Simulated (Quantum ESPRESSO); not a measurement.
Ga:

```
Ga
1.0
     1.38300   -4.02650    0.00000
     1.38300    4.02650    0.00000
    -0.11745    0.00000    3.32993
Ga
2
Cartesian
  1.2949 2.9716 2.4974
  1.3536 -2.9716 0.8325
```

This isn't the form of Ga at room conditions, which is orthorhombic.

| Quantity | Value |
| --- | --- |
| Program | Quantum ESPRESSO 7.5 |
| Task | single point |
| Functional | PBEsol |
| Potentials or basis | GBRV 1.5 PBEsol |
| Cutoff | 762 eV |
| Density cutoff | 6095 eV |
| k mesh | 10 × 10 × 8 |
| Occupations | fermi-dirac, width 0.05 eV |
| Spin | no spin polarisation |

On this cell: pressure -1.9 GPa; largest force 0.195 eV/Å; band gap on the k mesh none (metal or under the smearing width).

The same run follows on a disturbed copy (atoms moved at random, drawn with an rms of 0.05 Å):

```xyz
2
Lattice="1.3830 -4.0265 0.0000 1.3830 4.0265 0.0000 -0.1174 0.0000 3.3299" Properties=species:S:1:pos:R:3 pbc="T T T"
Ga    1.2589    2.9790    2.4919
Ga    1.3540   -2.9564    0.7880
```

Q: What changes?

A: The energy (extrapolated to zero smearing) moves by +0.0 meV/atom; pressure -1.9 GPa; largest force 0.177 eV/Å; band gap on the k mesh none (metal or under the smearing width).

Forces on the atoms (eV/Å):
```
Ga   0.004 -0.162 -0.070
Ga  -0.004  0.162  0.070
```

Stress tensor (GPa, compression positive):
```
-1.18 -0.02  0.43
-0.02 -1.80  0.12
 0.43  0.12 -2.76
```
